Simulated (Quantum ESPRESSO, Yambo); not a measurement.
# Excitons of Ta2O5 (Pmmm): kernels and approximations, part 2 of 3

Aim: the absorption spectrum of Ta2O5 (Pmmm) with electron-hole interaction, and what each part of the kernel does.

Quantum ESPRESSO 7.5 and Yambo 5.3.0; PBE and many-body steps on it, plane waves. Known limits of the many-body steps: not at the basis limit; no spin-orbit coupling; coarse k mesh; bindings not settled in the k mesh.

So far. Step 4 (Screening and self-energy, 4×4×2 mesh, 89 bands …): The gap on the mesh goes from 0.22 eV to 1.27 eV, a correction of +1.04 eV. Step 5 (Excitons): The lowest state lies at 1.197 eV, 0.321 eV under the direct gap.

### 6. Levels from G0W0

This step: Bethe-Salpeter equation on PBE with G0W0 levels, plane waves, norm-conserving pseudopotentials.

bse4.in reads:

```
optics
bss
bse
em1s
dipoles
rim_cut
RandQpts= 1000000
RandGvec= 1 RL
Chimod= "HARTREE"
BSKmod= "SEX"
BSEmod= "resonant"
BSSmod= "d"
BSENGexx= 30 Ry
BSENGBlk= 6 Ry
% BSEQptR
 1 | 1 |
%
% BSEBands
 22 | 33 |
%
% BEnRange
 0 | 5 | eV
%
% BDmRange
 0.1 | 0.1 | eV
%
BEnSteps= 101
% BLongDir
 1 | 0 | 0 |
%
% BndsRnXs
 1 | 56 |
%
NGsBlkXs= 6 Ry
% LongDrXs
 1 | 1 | 1 |
%
KfnQPdb= "E < ./gw1/ndb.QP"
WRbsWF
```

Started as:

```console
> OMP_NUM_THREADS=1 mpirun -n 4 yambo -F bse4.in -J bse4,bse3_W -C bse4 > bse4.log
```

Output:

```text
 Yambo, version 5.3.0

 [02] CORE Variables Setup
 =========================

  [... cell, symmetries and grids as in the set-up ...]

  [02.05] Energies & Occupations
  ==============================

  [X] === General ===
  [X] Electronic Temperature                        :  0.000000  0.000000 [eV K]
  [X] Bosonic    Temperature                        :  0.000000  0.000000 [eV K]
  [X] Finite Temperature mode                       : no
  [X] El. density                                   :  0.62861E+24 [cm-3]
  [X] Fermi Level                                   :  9.172840 [eV]

  [X] === Gaps and Widths ===
  [X] Conduction Band Min                           :  0.222182 [eV]
  [X] Valence Band Max                              :  0.000000 [eV]
  [X] Filled Bands                                  :  28
  [X] Empty Bands                                   :   29   89
  [X] Direct Gap                                    :  0.400134 [eV]
  [X] Direct Gap localized at k                     :  17
  [X] Indirect Gap                                  :  0.222182 [eV]
  [X] Indirect Gap between kpts                     :  18  13
  [X] Last valence band width                       :  1.349068 [eV]
  [X] 1st conduction band width                     :  1.212872 [eV]

 [03] Transferred momenta grid and indexing
 ==========================================

 IBZ Q-points                                      :  18
 BZ  Q-points                                      :   32

 K/Q-points units:
 rlu = crystal or reduced units; cc = cartesian coordinates; iku = interal k-units

 Q [ 1]         [rlu]:  0.000000  0.000000  0.000000
 Q [ 2]         [rlu]:  0.000000  0.000000 -0.500000
 Q [ 3]         [rlu]:  0.000000  0.250000  0.000000
[...]
[K+QP] === Gaps and Widths ===
  [K+QP] Conduction Band Min                        :  1.266906 [eV]
  [K+QP] Valence Band Max                           :  0.000000 [eV]
  [K+QP] Filled Bands                               :  28
  [K+QP] Empty Bands                                :   29   89
  [K+QP] Direct Gap                                 :  1.518258 [eV]
  [K+QP] Direct Gap localized at k                  :  17
  [K+QP] Indirect Gap                               :  1.266906 [eV]
  [K+QP] Indirect Gap between kpts                  :  18   1
  [K+QP] Last valence band width                    :  1.530626 [eV]
  [K+QP] 1st conduction band width                  :  1.268355 [eV]

  [coarse-grid] Minimum Bare Gap        [ev]:  0.222182
  [coarse-grid] Minimum Gap Correction  [ev]:  1.044723

  Eqp @ K [ 1]
  -70.42654 -67.70812 -36.95744 -36.68601 -36.58544 -34.58224 -34.49683 -34.16038
  -19.58113 -18.97407 -18.80613 -17.41921 -17.07391  -7.48688  -6.39837  -4.26406
  -4.095969 -4.048201 -3.673778 -3.104225 -3.018475 -2.611323 -2.443991 -2.140991
[...]
Eqp @ K [ 2]
[...]
Eqp @ K [ 3]
[...]
Eqp @ K [ 8]
[...]
Eqp @ K [ 9]
[...]
[... 49 further rows ...]
   13.58513  13.92145  14.48641  14.88677  16.36457  17.63965  18.02309  18.09700
   18.45546  18.73851  19.69642  20.55434  21.07641  21.41203  21.66270  23.21496

 [06] Dipoles
 ============

  [06.01] Setup: observables and procedures
  =========================================

  [WARNING] [r,Vnl^pseudo] included in position and velocity dipoles.

  [WARNING] In case H contains other non local terms, these are neglected

 [07] Static Dielectric Matrix
 =============================

    [08.01.05.02] Main kernel loop
    ==============================

    [08.01.05.03] Wave-Function Phases
    ==================================

    [BSE] WF phases found       :  52.08333 [o/o]

   [08.01.06] BSE solver(s) @q1
   ============================

   [08.01.07] Diago Solver @q1
   ===========================

 [11] Game Over & Game summary
```

Elapsed: 17 s, on 4 MPI ranks of Arm Neoverse V1, shared host; peak memory 1.3 GiB.

This step gave:

```
transitions in the window                                      : 1120
direct gap of the transition levels                            : 1.518 eV
lowest state                                                   : 1.199 eV
first strong exciton (over a fiftieth of the strongest listed) : 1.719 eV
binding of the lowest state below the direct gap               : 0.3196 eV
Coulomb term of one mesh cell                                  : 0.3828 eV
```

The binding is 0.83 times the screened Coulomb term of one mesh cell (0.38 eV), so it is not shown settled.

The lowest state lies at 1.199 eV, 0.320 eV under the direct gap.

The ε₂ has structure finer than the step of the table below, so its rows give means over 0.2 eV, whole bins alone (the curve runs from 0 to 5 eV). Peaks (eV: height): BSE 3.70: 4.92, 4.10: 6.37, 4.65: 8.40; no electron-hole interaction 2.60: 1.09, 4.10: 2.67, 4.45: 4.52, 4.70: 4.42.

Field along x; broadening 0.1 eV; transition window only. Limits: finite bands, cutoff and mesh; no spin-orbit coupling; coarse k mesh; exciton not shown settled in the k mesh. Table of ε₂ by photon energy; means over each step:

| photon energy (eV) | BSE | no electron-hole interaction |
| --- | --- | --- |
| 0.2 | 0.0323 | 0.0238 |
| 0.4 | 0.0363 | 0.0262 |
| 0.6 | 0.0415 | 0.0291 |
| 0.8 | 0.0484 | 0.0327 |
| 1.0 | 0.0587 | 0.0374 |
| 1.2 | 0.0763 | 0.0439 |
| 1.4 | 0.119 | 0.0538 |
| 1.6 | 0.330 | 0.0726 |
| 1.8 | 0.441 | 0.131 |
| 2.0 | 0.322 | 0.368 |
| 2.2 | 0.915 | 0.262 |
| 2.4 | 1.01 | 0.380 |
| 2.6 | 0.758 | 0.965 |
| 2.8 | 0.670 | 0.649 |
| 3.0 | 0.890 | 0.608 |
| 3.2 | 0.846 | 0.533 |
| 3.4 | 1.19 | 0.904 |
| 3.6 | 3.16 | 0.704 |
| 3.8 | 3.68 | 1.13 |
| 4.0 | 4.73 | 1.87 |
| 4.2 | 5.24 | 2.36 |
| 4.4 | 3.30 | 3.68 |
| 4.6 | 7.08 | 3.93 |
| 4.8 | 4.16 | 3.57 |

### 7. Triplet (no exchange term)

This step: Bethe-Salpeter equation on PBE with a scissors shift, plane waves, norm-conserving pseudopotentials.

bse5.in, as its differences from bse4.in of step 6:

```diff
@@ -12,3 +12,3 @@
 BSSmod= "d"
-BSENGexx= 30 Ry
+BSENGexx= 1 RL
 BSENGBlk= 6 Ry
@@ -37,3 +37,5 @@
 %
-KfnQPdb= "E < ./gw1/ndb.QP"
+% KfnQP_E
+ 1.118 | 1.0 | 1.0 |
+%
 WRbsWF
```

Started as:

```console
> OMP_NUM_THREADS=1 mpirun -n 4 yambo -F bse5.in -J bse5,bse3_W -C bse5 > bse5.log
```

Output:

```text
 Yambo, version 5.3.0

 [02] CORE Variables Setup
 =========================

  [... cell, symmetries and grids as in the set-up ...]

  [02.05] Energies & Occupations
  ==============================

  [X] === General ===
  [X] Electronic Temperature                        :  0.000000  0.000000 [eV K]
  [X] Bosonic    Temperature                        :  0.000000  0.000000 [eV K]
  [X] Finite Temperature mode                       : no
  [X] El. density                                   :  0.62861E+24 [cm-3]
  [X] Fermi Level                                   :  9.172840 [eV]

  [X] === Gaps and Widths ===
  [X] Conduction Band Min                           :  0.222182 [eV]
  [X] Valence Band Max                              :  0.000000 [eV]
  [X] Filled Bands                                  :  28
  [X] Empty Bands                                   :   29   89
  [X] Direct Gap                                    :  0.400134 [eV]
  [X] Direct Gap localized at k                     :  17
  [X] Indirect Gap                                  :  0.222182 [eV]
  [X] Indirect Gap between kpts                     :  18  13
  [X] Last valence band width                       :  1.349068 [eV]
  [X] 1st conduction band width                     :  1.212872 [eV]

 [03] Transferred momenta grid and indexing
 ==========================================

 IBZ Q-points                                      :  18
 BZ  Q-points                                      :   32

 K/Q-points units:
 rlu = crystal or reduced units; cc = cartesian coordinates; iku = interal k-units

 Q [ 1]         [rlu]:  0.000000  0.000000  0.000000
 Q [ 2]         [rlu]:  0.000000  0.000000 -0.500000
 Q [ 3]         [rlu]:  0.000000  0.250000  0.000000
[...]
[K+QP] === Gaps and Widths ===
  [K+QP] Conduction Band Min                        :  1.340182 [eV]
  [K+QP] Valence Band Max                           :  0.000000 [eV]
  [K+QP] Filled Bands                               :  28
  [K+QP] Empty Bands                                :   29   89
  [K+QP] Direct Gap                                 :  1.518134 [eV]
  [K+QP] Direct Gap localized at k                  :  17
  [K+QP] Indirect Gap                               :  1.340182 [eV]
  [K+QP] Indirect Gap between kpts                  :  18  13
  [K+QP] Last valence band width                    :  1.349068 [eV]
  [K+QP] 1st conduction band width                  :  1.212872 [eV]

  [coarse-grid] Minimum Bare Gap        [ev]:  0.222182
  [coarse-grid] Minimum Gap Correction  [ev]:  1.118000

  Eqp @ K [ 1]
  -70.26544 -67.54702 -36.79634 -36.52491 -36.42435 -34.42114 -34.33573 -33.99929
  -19.42004 -18.81297 -18.64503 -17.25811 -16.91281  -7.32578  -6.23728  -4.10296
  -3.934873 -3.887105 -3.512682 -2.943129 -2.857380 -2.450227 -2.273842 -1.979974
[...]
Eqp @ K [ 2]
[...]
Eqp @ K [ 3]
[...]
Eqp @ K [ 8]
[...]
Eqp @ K [ 9]
[...]
[... 49 further rows ...]
   12.95520  13.29152  13.85649  14.25685  15.73464  17.00973  17.39317  17.46707
   17.82553  18.10858  19.06649  19.92441  20.44649  20.78210  21.03278  22.58503

 [06] Dipoles
 ============

  [06.01] Setup: observables and procedures
  =========================================

  [WARNING] [r,Vnl^pseudo] included in position and velocity dipoles.

  [WARNING] In case H contains other non local terms, these are neglected

 [07] Static Dielectric Matrix
 =============================

    [08.01.05.02] Main kernel loop
    ==============================

    [08.01.05.03] Wave-Function Phases
    ==================================

    [BSE] WF phases found       :  52.08333 [o/o]

   [08.01.06] BSE solver(s) @q1
   ============================

   [08.01.07] Diago Solver @q1
   ===========================

 [11] Game Over & Game summary
```

It took 16 s on 4 MPI ranks; peak memory 1.3 GiB.

The lowest triplet lies at 1.196 eV; without spin-orbit coupling triplets are dark, so no spectrum is read.

### 8. Field along z

bse6.in reads:

```
optics
bss
bse
em1s
dipoles
rim_cut
RandQpts= 1000000
RandGvec= 1 RL
Chimod= "HARTREE"
BSKmod= "SEX"
BSEmod= "resonant"
BSSmod= "h"
BSENGexx= 30 Ry
BSENGBlk= 6 Ry
% BSEQptR
 1 | 1 |
%
% BSEBands
 17 | 34 |
%
% BEnRange
 0 | 7 | eV
%
% BDmRange
 0.1 | 0.1 | eV
%
BEnSteps= 141
% BLongDir
 0 | 0 | 1 |
%
% BndsRnXs
 1 | 56 |
%
NGsBlkXs= 6 Ry
% LongDrXs
 1 | 1 | 1 |
%
% KfnQP_E
 1.118 | 1.0 | 1.0 |
%
BSHayTrs= -0.02
```

Started as:

```console
> OMP_NUM_THREADS=1 mpirun -n 4 yambo -F bse6.in -J bse6,bse3_W -C bse6 > bse6.log
```

Output:

```text
 Yambo, version 5.3.0

 [02] CORE Variables Setup
 =========================

  [... cell, symmetries and grids as in the set-up ...]

  [02.05] Energies & Occupations
  ==============================

  [X] === General ===
  [X] Electronic Temperature                        :  0.000000  0.000000 [eV K]
  [X] Bosonic    Temperature                        :  0.000000  0.000000 [eV K]
  [X] Finite Temperature mode                       : no
  [X] El. density                                   :  0.62861E+24 [cm-3]
[...]
============================

   [08.01.07] Haydock Solver in the optics basis @q1 using the hermitian scheme
   ============================================================================

   Accuracy (requested)      : -0.020000 [o/o]

   [WARNING] [EPS_extend] Possible inaccuracy in the EPS prolungation

   [WARNING] [EPS_extend] Possible inaccuracy in the EPS prolungation

   [WARNING] [EPS_extend] Possible inaccuracy in the EPS prolungation

[...]
[WARNING] [EPS_extend] Possible inaccuracy in the EPS prolungation

   [WARNING] [EPS_extend] Possible inaccuracy in the EPS prolungation
   Iterations                :  112

 [11] Game Over & Game summary
```

Wall time 33 s (4 MPI ranks); peak memory 1.4 GiB.

Numbers from this step:

```
transitions in the window           : 2304
direct gap of the transition levels : 1.518 eV
```

The ε₂ has structure finer than the step of the table below, so its rows give means over 0.25 eV, whole bins alone (the curve runs from 0 to 7 eV). Peaks (eV: height): BSE 3.200: 10.9, 4.550: 11.3, 5.500: 3.91, 6.900: 3.90; no electron-hole interaction 3.750: 10.7, 5.150: 10.6.

Field along z; broadening 0.1 eV; transition window only. Limits: finite bands, cutoff and mesh; no spin-orbit coupling; coarse k mesh; exciton not shown settled in the k mesh. ε₂ against photon energy; means over each step:

| photon energy (eV) | BSE | no electron-hole interaction |
| --- | --- | --- |
| 0.25 | 0.0467 | 0.0336 |
| 0.50 | 0.0554 | 0.0384 |
| 0.75 | 0.0672 | 0.0446 |
| 1.00 | 0.0845 | 0.0528 |
| 1.25 | 0.112 | 0.0639 |
| 1.50 | 0.164 | 0.0802 |
| 1.75 | 0.312 | 0.106 |
| 2.00 | 1.08 | 0.159 |
| 2.25 | 1.80 | 0.344 |
| 2.50 | 2.24 | 0.911 |
| 2.75 | 1.80 | 1.94 |
| 3.00 | 4.15 | 1.46 |
| 3.25 | 8.18 | 1.42 |
| 3.50 | 2.95 | 3.13 |
| 3.75 | 1.95 | 9.01 |
| 4.00 | 3.47 | 3.85 |
| 4.25 | 3.77 | 1.65 |
| 4.50 | 9.22 | 2.91 |
| 4.75 | 5.45 | 4.19 |
| 5.00 | 2.71 | 7.15 |
| 5.25 | 2.04 | 7.51 |
| 5.50 | 3.09 | 2.78 |
| 5.75 | 1.72 | 2.06 |
| 6.00 | 1.84 | 1.91 |
| 6.25 | 2.29 | 1.97 |
| 6.50 | 1.90 | 1.64 |
| 6.75 | 2.36 | 1.57 |

### 9. Beyond Tamm-Dancoff

bse7.in reads:

```
optics
bss
bse
em1s
dipoles
rim_cut
RandQpts= 1000000
RandGvec= 1 RL
Chimod= "HARTREE"
BSKmod= "SEX"
BSEmod= "coupling"
BSSmod= "d"
BSENGexx= 30 Ry
BSENGBlk= 6 Ry
% BSEQptR
 1 | 1 |
%
% BSEBands
 22 | 33 |
%
% BEnRange
 0 | 5 | eV
%
% BDmRange
 0.1 | 0.1 | eV
%
BEnSteps= 101
% BLongDir
 1 | 0 | 0 |
%
% BndsRnXs
 1 | 56 |
%
NGsBlkXs= 6 Ry
% LongDrXs
 1 | 1 | 1 |
%
% KfnQP_E
 1.118 | 1.0 | 1.0 |
%
WRbsWF
```

Started as:

```console
> OMP_NUM_THREADS=1 mpirun -n 4 yambo -F bse7.in -J bse7,bse3_W -C bse7 > bse7.log
```

Output:

```text
 Yambo, version 5.3.0

 [02] CORE Variables Setup
 =========================

  [... cell, symmetries and grids as in the set-up ...]

  [02.05] Energies & Occupations
  ==============================

  [X] === General ===
  [X] Electronic Temperature                        :  0.000000  0.000000 [eV K]
  [X] Bosonic    Temperature                        :  0.000000  0.000000 [eV K]
  [X] Finite Temperature mode                       : no
  [X] El. density                                   :  0.62861E+24 [cm-3]
[...]
=========================================

  [WARNING] [r,Vnl^pseudo] included in position and velocity dipoles.

  [WARNING] In case H contains other non local terms, these are neglected

 [07] Static Dielectric Matrix
 =============================

    [08.01.05.02] Main kernel loop
    ==============================

    [08.01.05.03] Wave-Function Phases
    ==================================

    [BSE] WF phases found       :  52.08333 [o/o]

   [08.01.06] BSE solver(s) @q1
   ============================

   [08.01.07] Diago Solver @q1
   ===========================

   [WARNING] Parallel non-herm diag not yet implemented. Switching to LK

 [11] Game Over & Game summary
```

Run time: 69 s. Hardware: 4 MPI ranks; peak memory 2.3 GiB.

Numbers from this step:

| Property | Result |
| --- | --- |
| transitions in the window | 1120 |
| direct gap of the transition levels | 1.518 eV |
| lowest state | 1.197 eV |
| first strong exciton (over a fiftieth of the strongest listed) | 1.824 eV |
| binding of the lowest state below the direct gap | 0.3212 eV |
| Coulomb term of one mesh cell | 0.3828 eV |

The binding is 0.84 times the screened Coulomb term of one mesh cell (0.38 eV), so it is not shown settled.

The lowest state lies at 1.197 eV, 0.321 eV under the direct gap.

Field along x; broadening 0.1 eV; transition window only. Limits: finite bands, cutoff and mesh; no spin-orbit coupling; coarse k mesh; exciton not shown settled in the k mesh. The ε₂ by photon energy; read off at these points:

| photon energy (eV) | BSE | no electron-hole interaction |
| --- | --- | --- |
| 0.00 | 0 | 0 |
| 0.15 | 0.00507 | 0.00320 |
| 0.25 | 0.00852 | 0.00537 |
| 0.40 | 0.0139 | 0.00872 |
| 0.55 | 0.0198 | 0.0123 |
| 0.70 | 0.0264 | 0.0161 |
| 0.80 | 0.0314 | 0.0189 |
| 0.95 | 0.0402 | 0.0235 |
| 1.10 | 0.0515 | 0.0288 |
| 1.20 | 0.0613 | 0.0330 |
| 1.35 | 0.0827 | 0.0406 |
| 1.50 | 0.123 | 0.0509 |
| 1.60 | 0.180 | 0.0603 |
| 1.75 | 0.471 | 0.0824 |
| 1.90 | 0.550 | 0.131 |
| 2.05 | 0.586 | 0.307 |
| 2.15 | 1.16 | 0.518 |
| 2.20 | 1.39 | 0.456 |
| 2.30 | 1.08 | 0.379 |
| 2.45 | 0.525 | 0.864 |
| 2.55 | 0.456 | 1.17 |
| 2.70 | 0.731 | 0.576 |
| 2.85 | 1.00 | 0.361 |
| 2.95 | 0.808 | 0.400 |
| 3.10 | 1.37 | 0.749 |
| 3.25 | 1.60 | 0.597 |
| 3.40 | 3.97 | 0.808 |
| 3.45 | 5.25 | 1.04 |
| 3.50 | 5.06 | 1.18 |
| 3.65 | 3.43 | 1.21 |
| 3.80 | 6.36 | 2.53 |
| 3.85 | 6.79 | 3.19 |
| 3.90 | 6.65 | 3.27 |
| 4.05 | 3.45 | 2.52 |
| 4.20 | 5.2 | 4.33 |
| 4.30 | 10.2 | 4.19 |
| 4.45 | 4.59 | 4.47 |
| 4.60 | 2.62 | 3.88 |
| 4.75 | 2.60 | 5.98 |
| 4.85 | 2.30 | 6.84 |
| 5.00 | 1.86 | 4.39 |

### 10. Finite momentum (q 2)

bse8.in, as its differences from bse7.in of step 9:

```diff
@@ -10,3 +10,3 @@
 BSKmod= "SEX"
-BSEmod= "coupling"
+BSEmod= "resonant"
 BSSmod= "d"
@@ -15,6 +15,6 @@
 % BSEQptR
- 1 | 1 |
+ 2 | 2 |
 %
 % BSEBands
- 22 | 33 |
+ 24 | 31 |
 %
```

Started as:

```console
> OMP_NUM_THREADS=1 mpirun -n 4 yambo -F bse8.in -J bse8,bse3_W -C bse8 > bse8.log
```

Output:

```text
 Yambo, version 5.3.0

 [02] CORE Variables Setup
 =========================

  [... cell, symmetries and grids as in the set-up ...]

  [02.05] Energies & Occupations
  ==============================

  [X] === General ===
  [X] Electronic Temperature                        :  0.000000  0.000000 [eV K]
  [X] Bosonic    Temperature                        :  0.000000  0.000000 [eV K]
  [X] Finite Temperature mode                       : no
  [X] El. density                                   :  0.62861E+24 [cm-3]
[...]
[06] Dipoles
 ============

  [06.01] Setup: observables and procedures
  =========================================

  [WARNING] [r,Vnl^pseudo] included in position and velocity dipoles.

  [WARNING] In case H contains other non local terms, these are neglected

 [07] Static Dielectric Matrix
 =============================

    [08.01.05.02] Main kernel loop
    ==============================

    [08.01.05.03] Wave-Function Phases
    ==================================

    [BSE] WF phases found       :  52.08333 [o/o]

   [08.01.06] BSE solver(s) @q2
   ============================

   [08.01.07] Diago Solver @q2
   ===========================

 [11] Game Over & Game summary
```

Wall time 5.2 s (4 MPI ranks); peak memory 1.2 GiB; 20 s of CPU time.

Numbers from this step:

```yaml
transitions_in_the_window: 480
lowest_state: 1.196 eV
first_strong_exciton_over_a_fiftieth_of_the_strongest_listed: 1.804 eV
```

The lowest state lies at 1.196 eV.

The ε₂ has structure finer than the step of the table below, so its rows give means over 0.2 eV, whole bins alone (the curve runs from 0 to 5 eV). Peaks (eV: height): BSE 1.80: 0.299, 3.90: 1.45, 4.25: 1.47, 4.75: 1.23; no electron-hole interaction 4.60: 1.72.

Longitudinal response along q; broadening 0.1 eV; transition window only; momentum transfer q number 2. Limits: finite bands, cutoff and mesh; no spin-orbit coupling; coarse k mesh; exciton not shown settled in the k mesh. The ε₂ by photon energy; means over each step:

| photon energy (eV) | BSE | no electron-hole interaction |
| --- | --- | --- |
| 0.2 | 0.00700 | 0.00576 |
| 0.4 | 0.00808 | 0.00651 |
| 0.6 | 0.00951 | 0.00745 |
| 0.8 | 0.0115 | 0.00866 |
| 1.0 | 0.0145 | 0.0103 |
| 1.2 | 0.0199 | 0.0127 |
| 1.4 | 0.0320 | 0.0167 |
| 1.6 | 0.0818 | 0.0247 |
| 1.8 | 0.239 | 0.0501 |
| 2.0 | 0.119 | 0.183 |
| 2.2 | 0.187 | 0.147 |
| 2.4 | 0.261 | 0.108 |
| 2.6 | 0.335 | 0.256 |
| 2.8 | 0.315 | 0.248 |
| 3.0 | 0.308 | 0.332 |
| 3.2 | 0.310 | 0.306 |
| 3.4 | 0.247 | 0.368 |
| 3.6 | 0.440 | 0.310 |
| 3.8 | 1.01 | 0.290 |
| 4.0 | 1.18 | 0.376 |
| 4.2 | 1.24 | 0.854 |
| 4.4 | 1.21 | 1.30 |
| 4.6 | 1.01 | 1.68 |
| 4.8 | 1.02 | 1.30 |

(Continued in part 3 of 3.)

[Paths, hosts, dates, memory and timing lines, banners, echoed tables and standing remarks are left out of the program output.]

[Logs are printed without paths, hosts, clocks, repeated set-up lines and the standing remarks that a program may print on its own settings, such as how far it seeks lower states.]

[Runs of the session that timed out or met a known fault of the program may be left out.]

[Hosts, paths, dates, database ids (printed as entryN), source tags and the programs' standing remarks are cut or masked in the printed files.]
